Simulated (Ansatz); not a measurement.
# TiSe2: further runs on the relaxed cell

The task, for TiSe2: fit an equation of state.

A COD entry behind a cell of this session may itself be a prediction, so a difference from it is no test against experiment.

Method: DFT r2SCAN, scalar-relativistic, plane waves, PAW, in Ansatz 0.2.0.

## Step 1: The system as given

The structure is trigonal, space group P-3m1 (No. 164). The conventional cell has a = 3.561 Å, b = 3.561 Å, c = 6.312 Å, α = 90.00°, β = 90.00°, γ = 120.00°. Around Ti (site symmetry -3m) lie 6 Se at 2.56 Å. Se (site symmetry 3m) is surrounded by 3 Ti at 2.56 Å.

As a file:

```cif
data_structure
_symmetry_space_group_name_H-M 'P 1'
_symmetry_Int_Tables_number 1
_cell_length_a 3.5614
_cell_length_b 3.5614
_cell_length_c 6.3121
_cell_angle_alpha 90.000
_cell_angle_beta 90.000
_cell_angle_gamma 120.000
_cell_volume 69.33
loop_
_atom_site_label
_atom_site_type_symbol
_atom_site_fract_x
_atom_site_fract_y
_atom_site_fract_z
_atom_site_occupancy
Ti1 Ti 0.00000 0.00000 0.00000 1
Se1 Se 0.33333 0.66667 0.24039 1
Se2 Se 0.66667 0.33333 0.75961 1
```

This cell was relaxed beforehand with the same method: volume 23.11 Å³/atom, gap on the mesh none (metal).

## Step 2: Volume × 0.97

Input file input.yaml:

```yaml
crystal:
  lattice:
    - [3.5254311057, 0.0, 0.0]
    - [-1.7627155529, 3.0531128968, 0.0]
    - [0.0, 0.0, 6.2483280476]
  atoms:
    - { symbol: Ti, position: [0.0, 0.0, 0.0] }
    - { symbol: Se, position: [0.3333333333, 0.6666666667, 0.2403943924] }
    - { symbol: Se, position: [0.6666666667, 0.3333333333, 0.7596056076] }
basis:
  ecutwfc: 500
kpoints:
  mp_grid: { grid: [15, 15, 8] }
hamiltonian:
  xc: r2scan
scf:
  occupations: { method: gaussian, width: 0.1 }
output:
  forces: true
  stress: true
  eigenvalues: true
relax:
  adjacent_minimum: "off"
  f_tol: 0.01
  max_steps: 30
  cell: { stress_tol: 0.1, fix: [volume] }
```

Launch:

```console
$ ansatz run input.yaml --threads 4 --pin off --max-ram 10240MiB --backend cpu --events-out ev --progress --plain --runs-dir out
```

The log of the run (excerpt; [...] marks lines left out):

```text
Warning: RAYON_NUM_THREADS=4 ignored (pool sized by the plan → 4); use --threads N
[...]
Pseudopotentials: kind: paw
Pseudopotential: Ti, paw, valence charge 12, recommended cutoff 500 eV (meta_gga), Ti.paw.azcp
Pseudopotential: Se, paw, valence charge 16, recommended cutoff 500 eV (meta_gga), Se.paw.azcp
Functional definition: r2SCAN
[...]
Crystal: 3 atoms, lattice volume = 67.254 Å³
Basis set: ecut = 500 eV, 1715 PW (Γ), exchange–correlation on 108×108×192 points (64 copies of the dense FFT grid, shifted against one another)
Bands: 27, of which v1, the nominal top of the filled ones, is band 22 counted from 1 (21 counted from 0)
Symmetry: 12 space group operations
Space group: P-3m1 (ITA 164), of the structure as read, at distance tolerance 4.1e-5 Å
k-points: 192 of 1800
[...]
SCF iter   1: F=—  HF=-13464.574790 eV  |F-HF|=—  |Δ(HF+E_count)|=         —  Δρ=2.58e-2  dr2=8.99e-1  dr2_τ=3.75e-2  ethr=1.77e-3  ⟨swp⟩=5.1  Hψ=19184  notcnv=0
[...]
relax step   1: F+E_penalty+E_count = -13464.51771960 eV  Δ(F+E_penalty+E_count) = +0.000e0 eV  max|allowed force component| = 3.374e-1 eV/Å  Δτ_max = 0.0000 Å  P = +2.655 GPa  Ω = 67.254 Å³  fix = [volume]  reactions: volume +2.655 GPa  (7 SCF iters, dr2 threshold 1.00e-7 eV, accepted)
[...]
SCF converged after 7 iterations
Free energy (F): -13464.530299 eV
[...]
E sigma→0 (E₀):  -13464.529390 eV
Entropy (-TS):   -0.001817 eV (-0.606 meV/atom)
Fermi energy:    9.053030 eV
[...]
--- Forces (eV/Å), atoms counted from 1 ---
  atom   1  Ti     0.00000000     0.00000000     0.00000000
  atom   2  Se    -0.00000000     0.00000000    -0.00526409
  atom   3  Se     0.00000000    -0.00000000     0.00526409
[...]
--- Stress (GPa, compression-positive) ---
        0.631078       0.000000      -0.000000
        0.000000       0.631078       0.000000
       -0.000000       0.000000       0.678002
  P = ⅓ Tr σ = 0.6467 GPa (6.467 kbar)
--- Band table (eV; the first three rows and the last of 192) ---
[... band rows left out ...]
[...]
--- Relaxed structure (3 steps of the walk, 3 accepted, 1 SCFs on fresh bases) ---
  F+E_penalty+E_count = -13464.53029865 eV   max|allowed force component| = 5.264e-3 eV/Å   (the final SCF, on the basis selected at the relaxed cell)
  cell:  # Å, volume = 67.2541 Å³
    - [3.550497167089065, 2.9072893600834473e-11, -1.0937098388801995e-44]
    - [-1.77524858356971, 3.074820742749276, -1.1567345216788729e-33]
    - [0.0, -2.367307400590921e-33, 6.160414662498736]
  atoms:
    - { symbol: Ti, position: [-1.3549012887959817e-34, 1.6909175607258864e-34, 8.236092143148846e-84] }
    - { symbol: Se, position: [0.3333333333333333, 0.6666666666666665, 0.2465048573694648] }
    - { symbol: Se, position: [0.6666666666666666, 0.33333333333333326, 0.7534951426305351] }
```

Wall time 29 s (4 threads of an x86-64 CPU, shared host); peak memory 0.94 GiB.

The steps of the relaxation:

```csv
step,E - E(step 1) (eV/cell),largest force component (eV/Å),pressure (GPa),volume (Å³)
1,0.0000,0.3374,2.66,67.25
2,-0.0071,0.2480,-0.24,67.25
3,-0.0126,0.0053,0.65,67.25
4,-0.0126,0.0053,0.65,67.25
```

Step 1 is the start. Step 4 repeats the geometry before it on a plane-wave basis chosen anew for that cell, so its energy need not be comparable with the rows above.

|  | before | after | change |
| --- | --- | --- | --- |
| a (Å) | 3.525 | 3.550 | +0.7 % |
| b (Å) | 3.525 | 3.550 | +0.7 % |
| c (Å) | 6.248 | 6.160 | -1.4 % |
| volume (Å³/atom) | 22.42 | 22.42 | 0.0 % |
| shortest distance (Å) | 2.530 | 2.551 | +0.8 % |
| space group (0.01 Å) | P-3m1 | P-3m1 | same |

The run keeps the 12 symmetry operations of the start, so it could not have lowered the symmetry.

## Step 3: Point at V/V0 = 1.03

Edit input.yaml of step 2 so:

```diff
@@ -2,5 +2,5 @@
   lattice:
-    - [3.5254311057, 0.0, 0.0]
-    - [-1.7627155529, 3.0531128968, 0.0]
-    - [0.0, 0.0, 6.2483280476]
+    - [3.5966711298, 0.0, 0.0]
+    - [-1.7983355649, 3.1148085675, 0.0]
+    - [0.0, 0.0, 6.3745909152]
   atoms:
```

Launch:

```console
$ ansatz run input.yaml --threads 4 --pin off --max-ram 10240MiB --backend cpu --events-out ev --progress --plain --runs-dir out
```

The log of the run (excerpt; [...] marks lines left out):

```text
Warning: RAYON_NUM_THREADS=4 ignored (pool sized by the plan → 4); use --threads N
[...]
[... 4 set-up lines as earlier in the session ...]
[...]
Crystal: 3 atoms, lattice volume = 71.414 Å³
Basis set: ecut = 500 eV, 1835 PW (Γ), exchange–correlation on 108×108×192 points (64 copies of the dense FFT grid, shifted against one another)
Bands: 27, of which v1, the nominal top of the filled ones, is band 22 counted from 1 (21 counted from 0)
[... 2 set-up lines as earlier in the session ...]
k-points: 192 of 1800
[...]
--- Stress (GPa, compression-positive) ---
       -0.447794      -0.000000      -0.000000
       -0.000000      -0.447794      -0.000000
       -0.000000      -0.000000      -0.420327
  P = ⅓ Tr σ = -0.4386 GPa (-4.386 kbar)
--- Band table (eV; the first three rows and the last of 192) ---
[... band rows left out ...]
[...]
--- Relaxed structure (4 steps of the walk, 4 accepted, 1 SCFs on fresh bases) ---
  F+E_penalty+E_count = -13464.53170909 eV   max|allowed force component| = 2.124e-3 eV/Å   (the final SCF, on the basis selected at the relaxed cell)
  cell:  # Å, volume = 71.4142 Å³
    - [3.570210363772075, -5.565341562294383e-34, -6.67840987475326e-34]
    - [-1.7851051818860375, 3.0918928718810985, 3.554202749750156e-32]
    - [-1.1836537002956785e-33, 7.205491900549943e-32, 6.469432181319904]
  atoms:
    - { symbol: Ti, position: [2.2081975587575342e-33, 1.6531313520487629e-34, 7.256825309748285e-19] }
    - { symbol: Se, position: [0.3333333333333333, 0.6666666666666666, 0.23437760727339754] }
    - { symbol: Se, position: [0.6666666666666666, 0.3333333333333333, 0.7656223927266024] }
```

Run time: 39 s. Hardware: 4 threads of an x86-64 CPU, shared host; peak memory 0.95 GiB.

The steps of the relaxation:

```
step  E - E(step 1) (eV/cell)  largest force component (eV/Å)  pressure (GPa)  volume (Å³)
   1                   0.0000                          0.3022           -2.26        71.41
   2                  -0.0019                          0.3327            0.77        71.41
   3                  -0.0120                          0.0062           -0.54        71.41
   4                  -0.0121                          0.0021           -0.44        71.41
   5                  -0.0121                          0.0021           -0.44        71.41
```

Step 1 is the start. Step 5 repeats the geometry before it on a plane-wave basis chosen anew for that cell, so its energy need not be comparable with the rows above.

|  | before | after | change |
| --- | --- | --- | --- |
| a (Å) | 3.597 | 3.570 | -0.7 % |
| b (Å) | 3.597 | 3.570 | -0.7 % |
| c (Å) | 6.375 | 6.469 | +1.5 % |
| volume (Å³/atom) | 23.80 | 23.80 | 0.0 % |
| shortest distance (Å) | 2.581 | 2.559 | -0.8 % |
| space group (0.01 Å) | P-3m1 | P-3m1 | same |

Forces and stress were held to the start's 12 operations: a distortion of lower symmetry was not tested.

## Step 4: Point at V/V0 = 0.94

Input file input.yaml:

```yaml
crystal:
  lattice:
    - [3.5135101319, 0.0, 0.0]
    - [-1.756755066, 3.0427890306, 0.0]
    - [0.0, 0.0, 6.0962390095]
  atoms:
    - { symbol: Ti, position: [0.0, 0.0, 0.0] }
    - { symbol: Se, position: [0.3333333333, 0.6666666667, 0.2465048574] }
    - { symbol: Se, position: [0.6666666667, 0.3333333333, 0.7534951426] }
basis:
  ecutwfc: 500
kpoints:
  mp_grid: { grid: [15, 15, 8] }
hamiltonian:
  xc: r2scan
scf:
  occupations: { method: gaussian, width: 0.1 }
output:
  forces: true
  stress: true
  eigenvalues: true
relax:
  adjacent_minimum: "off"
  f_tol: 0.01
  max_steps: 30
  cell: { stress_tol: 0.1, fix: [volume] }
```

Launch:

```console
$ ansatz run input.yaml --threads 4 --pin off --max-ram 10240MiB --backend cpu --events-out ev --progress --plain --runs-dir out
```

The log of the run (excerpt; [...] marks lines left out):

```text
Warning: RAYON_NUM_THREADS=4 ignored (pool sized by the plan → 4); use --threads N
[...]
[... 4 set-up lines as earlier in the session ...]
[...]
Crystal: 3 atoms, lattice volume = 65.174 Å³
Basis set: ecut = 500 eV, 1631 PW (Γ), exchange–correlation on 108×108×180 points (64 copies of the dense FFT grid, shifted against one another)
Bands: 27, of which v1, the nominal top of the filled ones, is band 22 counted from 1 (21 counted from 0)
[... 1 set-up line as earlier in the session ...]
Space group: P-3m1 (ITA 164), of the structure as read, at distance tolerance 4.0e-5 Å
k-points: 192 of 1800
[...]
--- Stress (GPa, compression-positive) ---
        1.596537       0.000000       0.000000
        0.000000       1.596537       0.000000
        0.000000      -0.000000       1.634514
  P = ⅓ Tr σ = 1.6092 GPa (16.092 kbar)
--- Band table (eV; the first three rows and the last of 192) ---
[... band rows left out ...]
[...]
--- Relaxed structure (3 steps of the walk, 3 accepted, 1 SCFs on fresh bases) ---
  F+E_penalty+E_count = -13464.51534412 eV   max|allowed force component| = 5.297e-3 eV/Å   (the final SCF, on the basis selected at the relaxed cell)
  cell:  # Å, volume = 65.1741 Å³
    - [3.5351845333158862, 2.9045588594353276e-11, -6.904008494184739e-19]
    - [-1.7675922666830972, 3.0615596129028697, 6.904008494250163e-19]
    - [-1.197904213304689e-18, 6.91610320014834e-19, 6.02171544483999]
  atoms:
    - { symbol: Ti, position: [-2.837009830441994e-34, 1.5889654467140244e-34, -9.273015376718553e-69] }
    - { symbol: Se, position: [0.33333333333333326, 0.6666666666666666, 0.2523520784070114] }
    - { symbol: Se, position: [0.6666666666666665, 0.3333333333333333, 0.7476479215929883] }
```

Run time: 28 s. Hardware: 4 threads of an x86-64 CPU, shared host; peak memory 0.92 GiB.

The steps of the relaxation:

| step | energy from step 1 (eV/cell) | largest force component (eV/Å) | pressure (GPa) | volume (Å³) |
| --- | --- | --- | --- | --- |
| 1 | 0.0000 | 0.3415 | 3.53 | 65.17 |
| 2 | -0.0058 | 0.2646 | 0.62 | 65.17 |
| 3 | -0.0117 | 0.0048 | 1.61 | 65.17 |
| 4 | -0.0117 | 0.0053 | 1.61 | 65.17 |

Step 1 is the start. Step 4 repeats the geometry before it on a plane-wave basis chosen anew for that cell, so its energy need not be comparable with the rows above.

|  | before | after | change |
| --- | --- | --- | --- |
| a (Å) | 3.514 | 3.535 | +0.6 % |
| b (Å) | 3.514 | 3.535 | +0.6 % |
| c (Å) | 6.096 | 6.022 | -1.2 % |
| volume (Å³/atom) | 21.72 | 21.72 | 0.0 % |
| shortest distance (Å) | 2.525 | 2.545 | +0.8 % |
| space group (0.01 Å) | P-3m1 | P-3m1 | same |

Forces and stress were held to the start's 12 operations: a distortion of lower symmetry was not tested.

## Step 5: Point at V/V0 = 1.06

Input file input.yaml:

```yaml
crystal:
  lattice:
    - [3.6045414157, 0.0, 0.0]
    - [-1.8022707078, 3.1216244349, 0.0]
    - [0.0, 0.0, 6.5316420763]
  atoms:
    - { symbol: Ti, position: [0.0, 0.0, 0.0] }
    - { symbol: Se, position: [0.3333333333, 0.6666666667, 0.2343776073] }
    - { symbol: Se, position: [0.6666666667, 0.3333333333, 0.7656223927] }
basis:
  ecutwfc: 500
kpoints:
  mp_grid: { grid: [15, 15, 8] }
hamiltonian:
  xc: r2scan
scf:
  occupations: { method: gaussian, width: 0.1 }
output:
  forces: true
  stress: true
  eigenvalues: true
relax:
  adjacent_minimum: "off"
  f_tol: 0.01
  max_steps: 30
  cell: { stress_tol: 0.1, fix: [volume] }
```

Launch:

```console
$ ansatz run input.yaml --threads 4 --pin off --max-ram 10240MiB --backend cpu --events-out ev --progress --plain --runs-dir out
```

The log of the run (excerpt; [...] marks lines left out):

```text
Warning: RAYON_NUM_THREADS=4 ignored (pool sized by the plan → 4); use --threads N
[...]
[... 4 set-up lines as earlier in the session ...]
[...]
Crystal: 3 atoms, lattice volume = 73.494 Å³
Basis set: ecut = 500 eV, 1907 PW (Γ), exchange–correlation on 108×108×192 points (64 copies of the dense FFT grid, shifted against one another)
Bands: 27, of which v1, the nominal top of the filled ones, is band 22 counted from 1 (21 counted from 0)
[... 1 set-up line as earlier in the session ...]
Space group: P-3m1 (ITA 164), of the structure as read, at distance tolerance 4.2e-5 Å
k-points: 192 of 1800
[...]
--- Stress (GPa, compression-positive) ---
       -0.729501       0.000000       0.000000
       -0.000000      -0.729501       0.000000
       -0.000000       0.000000      -0.627538
  P = ⅓ Tr σ = -0.6955 GPa (-6.955 kbar)
--- Band table (eV; the first three rows and the last of 192) ---
[... band rows left out ...]
[...]
--- Relaxed structure (4 steps of the walk, 4 accepted, 1 SCFs on fresh bases) ---
  F+E_penalty+E_count = -13464.52477318 eV   max|allowed force component| = 1.577e-3 eV/Å   (the final SCF, on the basis selected at the relaxed cell)
  cell:  # Å, volume = 73.4942 Å³
    - [3.576628154288941, -2.8643874262081363e-11, 4.8614695861184386e-33]
    - [-1.7883140771196642, 3.0974508415191937, -4.918554342875175e-33]
    - [8.809270206562876e-33, -5.2054778493326075e-33, 6.633990359042907]
  atoms:
    - { symbol: Ti, position: [-2.3945799058216418e-34, 2.570683395175111e-35, 6.588873714519077e-83] }
    - { symbol: Se, position: [0.3333333333333334, 0.6666666666666669, 0.22834368717715478] }
    - { symbol: Se, position: [0.6666666666666667, 0.33333333333333337, 0.7716563128228452] }
```

Wall time 37 s (4 threads of an x86-64 CPU, shared host); peak memory 0.97 GiB.

Relaxation path:

| step | E - E(step 1) (eV/cell) | largest force component (eV/Å) | pressure (GPa) | volume (Å³) |
| --- | --- | --- | --- | --- |
| 1 | 0.0000 | 0.2972 | -2.54 | 73.49 |
| 2 | -0.0028 | 0.3216 | 0.43 | 73.49 |
| 3 | -0.0126 | 0.0048 | -0.78 | 73.49 |
| 4 | -0.0127 | 0.0014 | -0.70 | 73.49 |
| 5 | -0.0128 | 0.0016 | -0.70 | 73.49 |

Step 1 is the start. Step 5 repeats the geometry before it on a plane-wave basis chosen anew for that cell, so its energy need not be comparable with the rows above.

|  | before | after | change |
| --- | --- | --- | --- |
| a (Å) | 3.605 | 3.577 | -0.8 % |
| b (Å) | 3.605 | 3.577 | -0.8 % |
| c (Å) | 6.532 | 6.634 | +1.6 % |
| volume (Å³/atom) | 24.50 | 24.50 | 0.0 % |
| shortest distance (Å) | 2.583 | 2.561 | -0.9 % |
| space group (0.01 Å) | P-3m1 | P-3m1 | same |

The run keeps the 12 symmetry operations of the start, so it could not have lowered the symmetry.

## Step 6: Energy against volume

| volume (Å³/atom) | energy above the lowest point (meV/atom) | pressure (GPa) | gap on the mesh (eV) |
| --- | --- | --- | --- |
| 21.725 | 6.5 | 1.61 | 0.00 |
| 22.418 | 1.4 | 0.65 | 0.00 |
| 23.111 | 0.0 | 0.01 | 0.00 |
| 23.805 | 1.0 | -0.44 | 0.00 |
| 24.498 | 3.3 | -0.70 | 0.00 |

## Step 7: Outcome

| quantity | value |
| --- | --- |
| equilibrium volume of the fit | 23.13 Å³/atom |
| bulk modulus | 18 GPa |
| its pressure derivative | 15.0 |

What this shows: The fit puts the minimum at 23.13 Å³/atom with B = 18 GPa and B' = 15.0. B' = 15.0 lies outside the usual range of about 3 to 6, so take the fit with care. Layers here are held mostly by dispersion, which this level lacks, so their spacing and the stiffness across them are unreliable there.
